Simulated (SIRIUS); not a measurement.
WS2, 3 atoms in the cell. The cell holds a slab with vacuum, 3 atoms: a = 3.184 Å, b = 3.184 Å, c = 16.951 Å, α = 90.00°, β = 90.00°, γ = 120.00°.  The cell isn't the ideal one: all S atoms moved 0.5 Å in one direction.

| Item | Value |
| --- | --- |
| Program | SIRIUS 7.10.0 |
| Task | single point |
| Functional | PBE |
| Potentials or basis | PseudoDojo 0.4.1 PBE standard (scalar relativistic) |
| Cutoff | 1030 eV |
| Density cutoff | 4119 eV |
| k mesh | 10 × 10 × 2 |
| Occupations | fermi-dirac, width 0.05 eV |
| Spin | no spin polarisation |
| Libxc names | ["XC_GGA_X_PBE", "XC_GGA_C_PBE"] |
| Energy tol | 1e-08 Ha |
| Density tol | 1e-06 |
| Mixer | anderson |
| Mixing beta | 0.7 |
| Max scf | 100 |
| Radial cutoff for the potentials' integrals | 6.5 bohr |

Potentials or basis: PseudoDojo 0.4.1 PBE standard (scalar relativistic).

Launch:

```bash
$ upf_to_json S.upf
$ upf_to_json W.upf
$ OMP_NUM_THREADS=1 sirius.scf --input=sirius.json --output=out.json --task=0
```

Hardware: 1 thread of Arm Neoverse V2, with other jobs on the host.

Q: How long does it take, and how much memory?

A: It took 15 min on 1 thread of Arm Neoverse V2, with other jobs on the host, peak memory 3.2 GiB. Counts: scf iterations 14, k points 104, plane waves 11195, bands 21.
